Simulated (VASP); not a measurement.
**Ag: equation of state with PBE**

The system is Ag.

```xyz
2
Lattice="2.9300 0.0000 0.0000 -1.4650 2.5375 0.0000 0.0000 0.0000 4.7900" Properties=species:S:1:pos:R:3 pbc="T T T"
Ag    1.4650    0.8458    3.5925
Ag    0.0000    1.6916    1.1975
```

This isn't the form of Ag at room conditions, which is fcc.

- Program: VASP 6.6.1
- Task: equation of state
- Functional: PBE
- Potentials or basis: VASP PAW PBE potentials, release 64 (Ag)
- Cutoff: 520 eV
- k mesh: 10 × 10 × 6
- Occupations: fermi-dirac, width 0.05 eV
- Spin: no spin polarisation

```
Equilibrium volume                        : 17.91 Å³/atom
Bulk modulus at fixed shape and positions : 90 GPa
Pressure derivative of the bulk modulus   : 5.7
```

Energy against volume, from the lowest point:
| volume (Å³/atom) | energy (meV/atom) |
| --- | --- |
| 16.738 | 25.04 |
| 17.094 | 11.52 |
| 17.450 | 3.40 |
| 17.806 | 0.00 |
| 18.162 | 0.75 |
| 18.518 | 5.11 |
| 18.875 | 12.63 |

All runs of the series together: 2.4 min on 1 thread of Intel(R) Xeon(R) Platinum 8488C (Sapphire Rapids), with other jobs on the host.

Caveat: the cell was scaled at fixed shape and fractional positions, which overstates the stiffness of a crystal with free parameters, most of all of layers and chains.
